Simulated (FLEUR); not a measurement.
The system is KCl (Sylvite).

```
K Cl
1.0
     0.00000    3.14647    3.14647
     3.14647    0.00000    3.14647
     3.14647    3.14647    0.00000
K Cl
1 1
Direct
  0.00000 0.00000 0.00000
  0.50000 0.50000 0.50000
```

Base run:

```yaml
Program: FLEUR MaX-R8.1 (later development tree)
Functional: r2SCAN
Potentials_or_basis: all-electron
Basis: FLAPW
Kmax: 4.1 1/bohr
k_mesh: 7 × 7 × 7
Occupations: fermi-dirac, width 0.05 eV
Spin: no spin polarisation
```

Its results: band gap on the k mesh 5.70 eV, direct.

Q: After a change of settings the same cell gave: band gap on the k mesh 5.12 eV, direct. Which change was it?
A. functional from r2SCAN to WC
B. functional from r2SCAN to RPBE
C. functional from r2SCAN to LDA; lmax from K 11, Cl 11 to K 10, Cl 10

A: A.

r2SCAN gives the wider gap, since meta-GGAs in the generalised Kohn-Sham scheme recover part of the derivative discontinuity.

Caveats: the meta-GGA is that of a development version, with a GGA for the radial functions and cores and without core tails (some runs).

Not every run made on this cell is shown here.
